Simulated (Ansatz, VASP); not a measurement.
# BN: VASP beside Ansatz

INCAR

```
ALGO     = Normal         # electronic algorithm
EDIFF    = 1E-7           # SCF threshold, eV
EDIFFG   = -0.002         # ionic threshold
ENCUT    = 520            # plane-wave cutoff, eV
GGA      = PS             # functional
IBRION   = 2              # ionic algorithm
ISIF     = 2              # what is computed and relaxed
ISMEAR   = 0              # smearing method
LASPH    = T              # aspherical terms in the spheres
LCHARG   = F              # write CHGCAR
LREAL    = F              # projectors in reciprocal space
LWAVE    = F              # write WAVECAR
NELM     = 100            # most SCF steps
NSW      = 60             # ionic steps
PREC     = Accurate       # precision mode
SIGMA    = 0.02           # smearing width, eV
```

File KPOINTS:

```
k-points
0
Gamma
  9 9 6
```

The input POSCAR:

```
BN
1.0
    2.5124009622      0.0000000000      0.0000000000
   -1.2562004811      2.1758030578      0.0000000000
    0.0000000000      0.0000000000      4.1606277790
B N
2 2
Direct
    0.3333333333      0.6666666667     -0.0003717541
    0.6666666667      0.3333333333      0.4996282459
    0.3333333333      0.6666666667      0.3743717541
    0.6666666667      0.3333333333      0.8743717541
```

Input for Ansatz:

```yaml
crystal:
  lattice:
    - [2.5124009622, 0.0, 0.0]
    - [-1.2562004811, 2.1758030578, 0.0]
    - [0.0, 0.0, 4.160627779]
  atoms:
    - { symbol: B, position: [0.3333333333, 0.6666666667, -0.0003717541] }
    - { symbol: B, position: [0.6666666667, 0.3333333333, 0.4996282459] }
    - { symbol: "N", position: [0.3333333333, 0.6666666667, 0.3743717541] }
    - { symbol: "N", position: [0.6666666667, 0.3333333333, 0.8743717541] }
basis:
  ecutwfc: 600.0
kpoints:
  mp_grid: { grid: [9, 9, 6] }
hamiltonian:
  xc: pbesol
  pseudopotentials: { kind: paw, azcp: { folder: soft_1 } }
scf:
  occupations: { method: gaussian, width: 0.02 }
output:
  forces: true
  stress: true
  eigenvalues: true
  write_density: true
  write_potential: true
  elf: true
  volumetric_format: npy
relax:
  adjacent_minimum: "off"
  f_tol: 0.002
  max_steps: 40
```

Change from the starting cell: strained cell.

Alike in both runs: task relaxation of the atoms; functional PBEsol; k mesh 9 × 9 × 6; occupations gaussian, width 0.02 eV; no spin polarisation.

```csv
,VASP,Ansatz
version,VASP 6.6.1,Ansatz 0.2.0
potentials or method,"VASP PAW PBE potentials, release 64 (B, N)","scalar-relativistic, plane waves, PAW"
plane-wave cutoff (eV),520,600
valence electrons in the cell,16,16
```

Ansatz gave:

* gap on the k mesh at the Fermi level, each at its own relaxed structure (eV): 4.88

Problem. Which values does VASP return?

Solution. gap on the k mesh at the Fermi level, each at its own relaxed structure (eV): 4.86.

Ansatz warned: «pseudo_functional_mismatch».

Caveats: an odd mesh through Γ misses points on the zone boundary, where band edges often lie.
